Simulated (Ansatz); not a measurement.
Ta:

```
Ta
1.0
    -1.65128    1.65128    1.65128
     1.65128   -1.65128    1.65128
     1.65128    1.65128   -1.65128
Ta
1
Direct
  0.00000 0.00000 0.00000
```

* Program: Ansatz 0.2.0
* Task: relaxation of cell and atoms
* Functional: LDA
* Potentials or basis: Ansatz PAW
* Cutoff: 420 eV (not typed: the program's choice for these potentials)
* k mesh: 11 × 11 × 11
* Occupations: fermi-dirac, width 0.05 eV
* Spin: no spin polarisation

At the start: volume 18.01 Å³/atom.

Task: How do energy, volume and symmetry change on relaxing?

Result: It ends after 5 steps and the volume is 17.21 Å³/atom (-4.4 %); space group Im-3m (No. 229, to 0.05 Å).

Step by step:
```csv
step,energy change (eV),largest force (eV/Å),volume (Å³)
1,0.0000,0.0000,18.01
2,-0.0241,0.0000,17.32
3,-0.0246,0.0000,17.20
4,-0.0246,0.0000,17.21
5,-0.0245,0.0000,17.21
```

Final structure:
```
Ta
1.0
    -1.62648    1.62648    1.62648
     1.62648   -1.62648    1.62648
     1.62648    1.62648   -1.62648
Ta
1
Direct
  0.00000 0.00000 0.00000
```

Caveat: the plane-wave basis is chosen anew once the cell has moved, so the energies of steps on either side of that aren't comparable; the PAW data sets come from PBE, with cores solved anew for the run's functional, which leaves a small shift of forces and pressure.
